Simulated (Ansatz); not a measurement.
Crystal: Pd.

```
Pd
1.0
     2.78367    0.00000    0.00000
    -1.39183    2.41072    0.00000
     0.00000    0.00000    4.62889
Pd
2
Direct
  0.33333 0.66667 0.25000
  0.66667 0.33333 0.75000
```

This isn't the form of Pd at room conditions, which is fcc.

```yaml
Program: Ansatz 0.2.0
Task: relaxation of cell and atoms
Functional: revPBE
Dispersion: D3(BJ)
Potentials_or_basis: Ansatz PAW
Cutoff: "420 eV (not typed: the program's choice for these potentials)"
k_mesh: 11 × 11 × 6
Occupations: fermi-dirac, width 0.05 eV
Spin: no spin polarisation
```

At the start: volume 15.53 Å³/atom.

Question: How do energy, volume and symmetry change on relaxing?

Answer: It ends after 7 steps and the volume is 14.51 Å³/atom (-6.6 %); space group P6_3/mmc (No. 194, to 0.05 Å).

The path:
| step | energy change (eV) | largest force (eV/Å) | volume (Å³) |
| --- | --- | --- | --- |
| 1 | 0.0000 | 0.0000 | 31.06 |
| 2 | -0.0762 | 0.0000 | 29.31 |
| 3 | -0.0783 | 0.0000 | 29.01 |
| 4 | -0.0783 | 0.0000 | 29.01 |
| 5 | -0.0770 | 0.0000 | 29.01 |
| 6 | -0.0770 | 0.0000 | 29.02 |
| 7 | -0.0770 | 0.0000 | 29.02 |

Final structure:
```
Pd
1.0
     2.71967    0.00000    0.00000
    -1.35983    2.35530    0.00000
     0.00000    0.00000    4.53069
Pd
2
Direct
  0.33333 0.66667 0.25000
  0.66667 0.33333 0.75000
```

Caveat: the plane-wave basis is chosen anew once the cell has moved, so the energies of steps on either side of that aren't comparable; pairwise dispersion overbinds metals, which lowers pressure and volume; the PAW data sets come from PBE, with cores solved anew for the run's functional, which leaves a small shift of forces and pressure.
